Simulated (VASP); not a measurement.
# Cl (Im-3m) in VASP: further runs

The runs below take Cl through single point, relaxation of cell and atoms, with r2SCAN.

Everything below comes from runs of VASP 6.6.1. Logs are shortened: lines on timing, memory, paths and dates and some standing lists are left out, and cuts for length are marked.

## (1) The crystal as given

It takes space group Im-3m (No. 229, cubic). The conventional cell has a = 3.452 Å, b = 3.452 Å, c = 3.452 Å, α = 90.00°, β = 90.00°, γ = 90.00°. Around Cl (site symmetry m-3m) lie 8 Cl at 2.99 Å.

The cell was built by a generator and needn't be a form met in nature.

## (2) Single point, r2SCAN

File POSCAR:

```
Cl
1.0
   -1.7261087985      1.7261087985      1.7261087985
    1.7261087985     -1.7261087985      1.7261087985
    1.7261087985      1.7261087985     -1.7261087985
Cl
1
Direct
    0.0000000000      0.0000000000      0.0000000000
```

File INCAR.step1:

```
SYSTEM = Cl
  ALGO = Normal
  EDIFF = 1E-4
  ENCUT = 520
  GGA = PE
  ISMEAR = 0
  LASPH = .TRUE.
  LCHARG = .FALSE.
  LREAL = .FALSE.
  LWAVE = .TRUE.
  NBANDS = 10
  NELM = 100
  PREC = Accurate
  SIGMA = 0.1
```

File INCAR.step2:

```
SYSTEM = Cl
  ALGO = Normal
  EDIFF = 1E-6
  ENCUT = 520
  ISIF = 2
  ISMEAR = 0
  ISTART = 1
  LASPH = .TRUE.
  LCHARG = .FALSE.
  LMIXTAU = .TRUE.
  LREAL = .FALSE.
  LWAVE = .FALSE.
  METAGGA = R2SCAN
  NBANDS = 10
  NELM = 100
  PREC = Accurate
  SIGMA = 0.1
```

File KPOINTS:

```
k-points
0
G
  6 6 6
  0 0 0
```

Potentials or basis: VASP PAW PBE potentials, release 64 (Cl).

On the command line:

```sh
$ cat potpaw_PBE.64/Cl/POTCAR > POTCAR
$ cp INCAR.step1 INCAR
$ mpirun -np 1 vasp_std > vasp.out
$ cp INCAR.step2 INCAR
$ mpirun -np 1 vasp_std > vasp.out
```

OUTCAR:

```text
SYSTEM = Cl
   EDIFF = 1E-6
   ENCUT = 520
   ISIF = 2
   ISMEAR = 0
   ISTART = 1
   LASPH = .TRUE.
   LREAL = .FALSE.
   METAGGA = R2SCAN
   NELM = 100
   PREC = Accurate

 ion  position               nearest neighbor table
   1  0.000  0.000  0.000-

  LATTYP: Found a body centered cubic cell.
 ALAT       =     3.4522175970

  Lattice vectors:

 A1 = (  -1.7261087985,   1.7261087985,   1.7261087985)
 A2 = (   1.7261087985,  -1.7261087985,   1.7261087985)
 A3 = (   1.7261087985,   1.7261087985,  -1.7261087985)

Analysis of symmetry for initial positions (statically):
=====================================================================
 Subroutine PRICEL returns:
 Original cell was already a primitive cell.

 Routine SETGRP: Setting up the symmetry group for a
 body centered cubic supercell.

 Subroutine GETGRP returns: Found 48 space group operations
 (whereof 48 operations were pure point group operations)
 out of a pool of 48 trial point group operations.

The static configuration has the point symmetry O_h .

Analysis of symmetry for dynamics (positions and initial velocities):
=====================================================================
 Subroutine PRICEL returns:
 Original cell was already a primitive cell.

 Routine SETGRP: Setting up the symmetry group for a
 body centered cubic supercell.

 Subroutine GETGRP returns: Found 48 space group operations
 (whereof 48 operations were pure point group operations)
 out of a pool of 48 trial point group operations.

The dynamic configuration has the point symmetry O_h .

 Subroutine INISYM returns: Found 48 space group operations
 (whereof 48 operations are pure point group operations),
 and found     1 'primitive' translations

----------------------------------------------------------------------------------------

                                     Primitive cell

  volume of cell :      20.5714

  direct lattice vectors                    reciprocal lattice vectors
    -1.726108799  1.726108799  1.726108799     0.000000000  0.289668879  0.289668879
     1.726108799 -1.726108799  1.726108799     0.289668879  0.000000000  0.289668879
     1.726108799  1.726108799 -1.726108799     0.289668879  0.289668879  0.000000000

  length of vectors
     2.989708138  2.989708138  2.989708138     0.409653657  0.409653657  0.409653657

  position of ions in fractional coordinates (direct lattice)
     0.000000000  0.000000000  0.000000000

  ion indices of the primitive-cell ions
   primitive index   ion index
                 1           1

----------------------------------------------------------------------------------------

 KPOINTS: k-points

Automatic generation of k-mesh.
 Grid dimensions read from file:
 generate k-points for:    6    6    6

 Generating k-lattice:

  Cartesian coordinates                     Fractional coordinates (reciprocal lattice)
     0.000000000  0.048278146  0.048278146     0.166666667  0.000000000  0.000000000
     0.048278146  0.000000000  0.048278146     0.000000000  0.166666667  0.000000000
     0.048278146  0.048278146  0.000000000     0.000000000  0.000000000  0.166666667

  Length of vectors
     0.068275609  0.068275609  0.068275609

  Shift w.r.t. Gamma in fractional coordinates (k-lattice)
     0.000000000  0.000000000  0.000000000

 Subroutine IBZKPT returns following result:
 ===========================================

 Found     16 irreducible k-points:

 Following reciprocal coordinates:
            Coordinates               Weight
  0.000000  0.000000  0.000000      1.000000
  0.166667  0.000000  0.000000     12.000000
  0.333333  0.000000  0.000000     12.000000
  0.500000  0.000000  0.000000      6.000000
  0.166667  0.166667  0.000000     24.000000
  0.333333  0.166667 -0.000000     48.000000
[... 8 lines left out ...]
  0.500000  0.500000  0.333333     12.000000
  0.500000  0.500000  0.500000      1.000000
   k-points           NKPTS =     16   k-points in BZ     NKDIM =     16   number of bands    NBANDS=     10
   number of dos      NEDOS =    301   number of ions     NIONS =      1
   total plane-waves  NPLWV =  13824
   dimension x,y,z NGX =    24 NGY =   24 NGZ =   24
   dimension x,y,z NGXF=    48 NGYF=   48 NGZF=   48
   ions per type =               1
   NGX,Y,Z   is equivalent  to a cutoff of  13.35, 13.35, 13.35 a.u.
   NGXF,Y,Z  is equivalent  to a cutoff of  26.69, 26.69, 26.69 a.u.
 SYSTEM =  Cl
   PREC   = accura    normal or accurate (medium, high low for compatibility)
   ISTART =      1    job   : 0-new  1-cont  2-samecut
   ICHARG =      0    charge: 1-file 2-atom 10-const
   ISPIN  =      1    spin polarized calculation?
   LNONCOLLINEAR =      F non collinear calculations
   LSORBIT =      F    spin-orbit coupling
   LASPH  =      T    aspherical Exc in radial PAW
   ENCUT  =  520.0 eV  38.22 Ry    6.18 a.u.   5.56  5.56  5.56*2*pi/ulx,y,z
   NELM   =    100;   NELMIN=  2; NELMDL=  0     # of ELM steps
   EDIFF  = 0.1E-05   stopping-criterion for ELM
   LREAL  =      F    real-space projection
[... 7 lines left out ...]
   TEBEG  =    0.0;   TEEND  =   0.0 temperature during run
   PSTRESS=    0.0 pullay stress
   NELECT =       7.0000    total number of electrons
   NUPDOWN=      -1.0000    fix difference up-down
   EMIN   =  10.00;   EMAX   =-10.00  energy-range for DOS
   EFERMI =   0.00;   METHOD = LEGACY
   ISMEAR =     0;   SIGMA  =   0.10  broadening in eV -4-tet -1-fermi 0-gaus
   EFERMI_NEDOS =   21; number of points for ismear=-14 and -15
   IALGO  =     38    algorithm
   IMIX   =      4    mixing-type and parameters
     AMIX     =   0.40;   BMIX     =  1.00
     AMIX_MAG =   1.60;   BMIX_MAG =  1.00
  volume/ion in A,a.u.               =      20.57       138.82
  Fermi-wavevector in a.u.,A,eV,Ry     =   1.142929  2.159823 17.773117  1.306287
  Thomas-Fermi vector in A             =   2.279626
   LORBIT       =      0    0 simple, 1 ext, 2 COOP (PROOUT), +10 PAW based schemes
   METAGGA = R2SCAN    functional components
   LHFCALC =     F    Hartree Fock is set to
   AEXX    =    0.0000 exact exchange contribution
   IVDW    =     0    specifies the selected vdW correction
   LEPSILON=     F    determine dielectric tensor
   LRPA    =     F    only Hartree local field effects (RPA)
 non-spin polarized calculation
 Gauss-broadening in eV      SIGMA  =   0.10
  energy-cutoff  :      520.00
  volume of cell :       20.57
 maximum number of plane-waves:       586
 NGX is ok and might be reduce to    24
   NGX = 11   NGY = 11   NGZ = 11

 number of electron       7.0000000 magnetization

 Free energy of the ion-electron system (eV)
  ---------------------------------------------------
  ext. energy  EPLUGINS =         0.00000000
  ---------------------------------------------------
  free energy    TOTEN  =        -5.25297406 eV

  energy without entropy =       -5.24384123  energy(sigma->0) =       -5.24840765

 E-fermi :   1.8764     XC(G=0): -10.2232

 val. band max:        1.7538723588   @ k =   0.3333   0.3333   0.0000
 cond. band min:       1.9372950916   @ k =   0.3333   0.1667  -0.0000
 fundamental gap:      0.1834227328
 Fermi energy:         1.8763620343

 k-point     1 :       0.0000    0.0000    0.0000
  band No.  band energies     occupation
      1     -14.4560      2.00000
      2       2.5822      0.00000
      3       2.5822      0.00000
      4       2.5822      0.00000
      5      12.8983      0.00000
      6      16.7499      0.00000
      7      16.7499      0.00000
      8      16.7499      0.00000
      9      19.7498      0.00000
     10      19.7498      0.00000

 k-point     2 :       0.1667    0.0000    0.0000
  band No.  band energies     occupation
      1     -14.0705      2.00000
      2       0.9869      2.00000
      3       2.1269      0.00039
      4       2.5224      0.00000
      5      13.9034      0.00000
      6      15.6575      0.00000
      7      16.4036      0.00000
      8      18.3517      0.00000
      9      18.9765      0.00000
     10      19.6203      0.00000

 k-point     3 :       0.3333    0.0000    0.0000
  band No.  band energies     occupation
      1     -13.1471      2.00000
      2      -1.6906      2.00000
      3       1.3570      2.00000
      4       2.3970      0.00000
      5      12.4807      0.00000
      6      14.1878      0.00000
      7      18.6464      0.00000
      8      20.2936      0.00000
      9      20.6704      0.00000
     10      22.3731      0.00000

 k-point     4 :       0.5000    0.0000    0.0000
  band No.  band energies     occupation
      1     -12.5646      2.00000
      2      -2.9782      2.00000
      3       1.0224      2.00000
      4       2.3316      0.00000
      5      11.6565      0.00000
      6      13.6248      0.00000
      7      20.8673      0.00000
      8      21.0446      0.00000
      9      21.6988      0.00000
     10      23.9257      0.00000
[... 118 lines left out ...]
 k-point    14 :      -0.3333    0.3333    0.3333
  band No.  band energies     occupation
      1     -12.1336      2.00000
      2      -1.1084      2.00000
      3      -0.0951      2.00000
      4      -0.0951      2.00000
      5      11.4677      0.00000
      6      13.7297      0.00000
      7      19.4311      0.00000
      8      19.4311      0.00000
      9      21.3974      0.00000
     10      23.5999      0.00000

 k-point    15 :       0.5000    0.5000    0.3333
  band No.  band energies     occupation
      1     -11.7207      2.00000
      2      -1.5268      2.00000
      3      -0.4769      2.00000
      4      -0.1794      2.00000
      5      11.1338      0.00000
      6      11.8913      0.00000
      7      19.7469      0.00000
      8      20.2342      0.00000
      9      24.7290      0.00000
     10      26.4393      0.00000

 k-point    16 :       0.5000    0.5000    0.5000
  band No.  band energies     occupation
      1     -11.3914      2.00000
      2      -0.8681      2.00000
      3      -0.8681      2.00000
      4      -0.8681      2.00000
      5      10.1198      0.00000
      6      10.1198      0.00000
      7      24.3987      0.00000
      8      24.3987      0.00000
      9      24.3987      0.00000
     10      26.1291      0.00000

------------------------ aborting loop because EDIFF is reached ----------------------------------------

  FORCE on cell =-STRESS in cart. coord.  units (eV):
  Direction    XX          YY          ZZ          XY          YZ          ZX
  --------------------------------------------------------------------------------------
  -------------------------------------------------------------------------------------
  Total       -0.0221200     -0.0221200     -0.0221200      0.0000000      0.0000000     -0.0000000
  in kB       -1.7227865     -1.7227865     -1.7227865      0.0000000      0.0000000     -0.0000000
  external PRESSURE =      -1.7227865 kB  Pullay stress =       0.0000000 kB

 VOLUME and BASIS-vectors are now :
 -----------------------------------------------------------------------------
  energy-cutoff  :      520.00
  volume of cell :       20.57
      direct lattice vectors                 reciprocal lattice vectors
    -1.726108799  1.726108799  1.726108799     0.000000000  0.289668879  0.289668879
     1.726108799 -1.726108799  1.726108799     0.289668879  0.000000000  0.289668879
     1.726108799  1.726108799 -1.726108799     0.289668879  0.289668879  0.000000000

 POSITION                                       TOTAL-FORCE (eV/Angst)
 -----------------------------------------------------------------------------------
      0.00000      0.00000      0.00000         0.000000     -0.000000      0.000000
 -----------------------------------------------------------------------------------
    total drift:                                0.000000     -0.000000     -0.000000

  FREE ENERGIE OF THE ION-ELECTRON SYSTEM (eV)
  ---------------------------------------------------
  free  energy   TOTEN  =        -5.2529740622 eV

  energy  without entropy=       -5.2438412328  energy(sigma->0) =       -5.24840765
```

Run time: 8.6 s. Hardware: 1 thread of Intel Xeon Platinum 8488C (Sapphire Rapids), shared host; peak memory 0.13 GiB.

What came out:

```yaml
Free_energy: -5.2530 eV
Pressure: -0.2 GPa
Band_gap_on_the_k_mesh: none (metal or under the smearing width)
```

Levels at points of the mesh, in eV from the Fermi level:
| k point | band 2 | band 3 | band 4 | band 5 | band 6 | band 7 |
| --- | --- | --- | --- | --- | --- | --- |
| (0.00, 0.00, 0.00) | 0.71 | 0.71 | 0.71 | 11.02 | 14.87 | 14.87 |
| (0.50, 0.00, 0.00) | -4.85 | -0.85 | 0.46 | 9.78 | 11.75 | 18.99 |
| (0.50, 0.50, 0.50) | -2.74 | -2.74 | -2.74 | 8.24 | 8.24 | 22.52 |

Caveat: the k mesh is coarse (spacing up to 0.43 Å⁻¹), so the values aren't converged; the PAW data sets were made with another functional, which shifts forces and pressure a little; an odd number of electrons without spin polarisation forces a metal; a magnetic or distorted state may lie lower.

## (3) Relaxation of cell and atoms, r2SCAN

This run uses another cell than the first one, of 31.29 Å³/atom, 1.521 times its volume.

File POSCAR:

```
Cl
1.0
   -1.9851630425      1.9851630425      1.9851630425
    1.9851630425     -1.9851630425      1.9851630425
    1.9851630425      1.9851630425     -1.9851630425
Cl
1
Direct
    0.0000000000      0.0000000000      0.0000000000
```

File INCAR.step1:

```
ALGO     = Normal         # electronic algorithm
EDIFF    = 1E-4           # SCF threshold, eV
ENCUT    = 600            # plane-wave cutoff, eV
GGA      = PE             # functional
ISMEAR   = 0              # smearing method
LASPH    = True           # aspherical terms in the spheres
LCHARG   = False          # write CHGCAR
LREAL    = False          # projectors in reciprocal space
LWAVE    = True           # write WAVECAR
NELM     = 100            # most SCF steps
PREC     = Accurate       # precision mode
SIGMA    = 0.1            # smearing width, eV
```

File INCAR.step2:

```
ALGO     = Normal         # electronic algorithm
EDIFF    = 1E-6           # SCF threshold, eV
EDIFFG   = -0.04          # ionic threshold
ENCUT    = 600            # plane-wave cutoff, eV
IBRION   = 2              # ionic algorithm
ISIF     = 3              # what is computed and relaxed
ISMEAR   = 0              # smearing method
ISTART   = 1            
LASPH    = True           # aspherical terms in the spheres
LCHARG   = False          # write CHGCAR
LMIXTAU  = True         
LREAL    = False          # projectors in reciprocal space
LWAVE    = False          # write WAVECAR
METAGGA  = R2SCAN         # meta-GGA
NELM     = 100            # most SCF steps
NSW      = 90             # ionic steps
PREC     = Accurate       # precision mode
SIGMA    = 0.1            # smearing width, eV
```

File KPOINTS:

```
k-points
0
Gamma
  6 6 6
```

Potentials or basis: VASP PAW PBE potentials, release 64 (Cl).

On the command line:

```sh
$ cat potpaw_PBE.64/Cl/POTCAR > POTCAR
$ cp INCAR.step1 INCAR
$ mpirun -np 1 vasp_std > vasp.out
$ cp INCAR.step2 INCAR
$ mpirun -np 1 vasp_std > vasp.out
```

OUTCAR:

```text
EDIFF = 1E-6
   EDIFFG = -0.04
   ENCUT = 600
   IBRION = 2
   ISIF = 3
   ISMEAR = 0
   ISTART = 1
   LASPH = True
   LREAL = False
   METAGGA = R2SCAN
   NELM = 100
   NSW = 90
   PREC = Accurate

 ion  position               nearest neighbor table
   1  0.000  0.000  0.000-

  LATTYP: Found a body centered cubic cell.
 ALAT       =     3.9703260850

  Lattice vectors:

 A1 = (  -1.9851630425,   1.9851630425,   1.9851630425)
 A2 = (   1.9851630425,  -1.9851630425,   1.9851630425)
 A3 = (   1.9851630425,   1.9851630425,  -1.9851630425)

Analysis of symmetry for initial positions (statically):
=====================================================================
 Subroutine PRICEL returns:
 Original cell was already a primitive cell.

 Routine SETGRP: Setting up the symmetry group for a
 body centered cubic supercell.

 Subroutine GETGRP returns: Found 48 space group operations
 (whereof 48 operations were pure point group operations)
 out of a pool of 48 trial point group operations.

The static configuration has the point symmetry O_h .

Analysis of symmetry for dynamics (positions and initial velocities):
[... 132 lines left out ...]
 non-spin polarized calculation
 Gauss-broadening in eV      SIGMA  =   0.10
  energy-cutoff  :      600.00
  volume of cell :       31.29
 maximum number of plane-waves:      1056
   NGX = 13   NGY = 13   NGZ = 13

--------------------------------------- Ionic step        1  -------------------------------------------

 number of electron       7.0000002 magnetization

 Free energy of the ion-electron system (eV)
  ---------------------------------------------------
  ext. energy  EPLUGINS =         0.00000000
  ---------------------------------------------------
  free energy    TOTEN  =        -4.95885845 eV

  energy without entropy =       -4.94425595  energy(sigma->0) =       -4.95155720

------------------------ aborting loop because EDIFF is reached ----------------------------------------

  FORCE on cell =-STRESS in cart. coord.  units (eV):
  Direction    XX          YY          ZZ          XY          YZ          ZX
  --------------------------------------------------------------------------------------
  -------------------------------------------------------------------------------------
  Total       -1.0642767     -1.0642767     -1.0642767     -0.0000000     -0.0000000      0.0000000
  in kB      -54.4899730    -54.4899730    -54.4899730     -0.0000000     -0.0000000      0.0000000
  external PRESSURE =     -54.4899730 kB  Pullay stress =       0.0000000 kB
[... 698 lines left out ...]
--------------------------------------- Ionic step        7  -------------------------------------------

 number of electron       7.0000000 magnetization

 Free energy of the ion-electron system (eV)
  ---------------------------------------------------
  ext. energy  EPLUGINS =         0.00000000
  ---------------------------------------------------
  free energy    TOTEN  =        -5.25516283 eV

  energy without entropy =       -5.24603871  energy(sigma->0) =       -5.25060077

 E-fermi :   1.8954     XC(G=0): -10.2312

 val. band max:        1.7724366101   @ k =   0.3333   0.3333   0.0000
 cond. band min:       1.9563594157   @ k =   0.3333   0.1667   0.0000
 fundamental gap:      0.1839228056
 Fermi energy:         1.8954012517
[... 186 lines left out ...]
  FREE ENERGIE OF THE ION-ELECTRON SYSTEM (eV)
  ---------------------------------------------------
  free  energy   TOTEN  =        -5.2551628273 eV

  energy  without entropy=       -5.2460387150  energy(sigma->0) =       -5.25060077

 reached required accuracy - stopping structural energy minimisation
```

It took 76 s on 1 thread of Intel Xeon Platinum 8488C (Sapphire Rapids), shared host; peak memory 0.16 GiB.

What came out:

```yaml
Free_energy: -5.2552 eV
Relaxed_volume: 20.54 Å³/atom
Relaxed_cell: a = 2.988 Å, b = 2.988 Å, c = 2.988 Å, α = 109.47°, β = 109.47°, γ = 109.47°
Space_group_after_relaxing_to_0.05_Å: Im-3m (No. 229)
Energy_gained_by_relaxing: 296.3 meV/atom
Ionic_steps: 7
Pressure_after_relaxing: 0.0 GPa
Band_gap_on_the_k_mesh: none (metal or under the smearing width)
```

Step by step:
```csv
step,energy change (eV),largest force (eV/Å),pressure (GPa),volume (Å³)
1,0.0000,0.0000,-5.45,31.29
2,-0.1577,0.0000,-5.37,26.72
3,-0.0454,0.0000,21.61,15.70
4,-0.2651,0.0000,-3.54,23.03
5,-0.2891,0.0000,2.40,19.51
6,-0.2960,0.0000,-0.45,20.75
7,-0.2963,0.0000,-0.03,20.54
```

Final structure:
```
Cl
1.0
    -1.72519    1.72519    1.72519
     1.72519   -1.72519    1.72519
     1.72519    1.72519   -1.72519
Cl
1
Direct
  0.00000 0.00000 0.00000
```

Levels at points of the mesh, in eV from the Fermi level:
```tsv
k point	band 2	band 3	band 4	band 5	band 6	band 7
(0.00, 0.00, 0.00)	0.71	0.71	0.71	11.04	14.87	14.87
(0.50, 0.00, 0.00)	-4.87	-0.86	0.46	9.78	11.74	19.19
(0.50, 0.50, 0.50)	-2.75	-2.75	-2.75	8.24	8.24	22.53
```

Caveat: the k mesh is coarse (spacing up to 0.37 Å⁻¹), so the values aren't converged; the volume moved by over 15 % at a fixed basis, so the end points are rough; the PAW data sets were made with another functional, which shifts forces and pressure a little; an odd number of electrons without spin polarisation forces a metal; a magnetic or distorted state may lie lower.

[end of part 1 of 2]
